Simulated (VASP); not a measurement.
The system is MgO.

```
Mg O
1.0
     2.93802    0.00000    0.00000
    -1.46901    2.54440    0.00000
     0.00000    0.00000    2.67968
Mg O
1 1
Direct
  0.00000 0.00000 0.00000
  0.33333 0.66667 0.50000
```

Measurements of this composition are mostly on another form, of space group No. 225.

A sound run:

| Quantity | Value |
| --- | --- |
| Program | VASP 6.6.1 |
| Task | dielectric tensor |
| Functional | PBE |
| Potentials or basis | VASP PAW PBE potentials, release 64 (Mg, O) |
| Cutoff | 800 eV |
| k mesh | 12 × 12 × 12 |
| Occupations | gaussian, width 0.01 eV |
| Spin | no spin polarisation |

It gives band gap on the k mesh 3.00 eV, indirect (least direct gap 3.40 eV).

Q: What do these careless settings give instead: cutoff 500 eV in place of 800 eV; k mesh 5 × 5 × 5 in place of 12 × 12 × 12?

A: Band gap on the k mesh 3.01 eV, indirect (least direct gap 3.40 eV). The run converged, but these numbers show the error of the settings and aren't properties of the crystal.
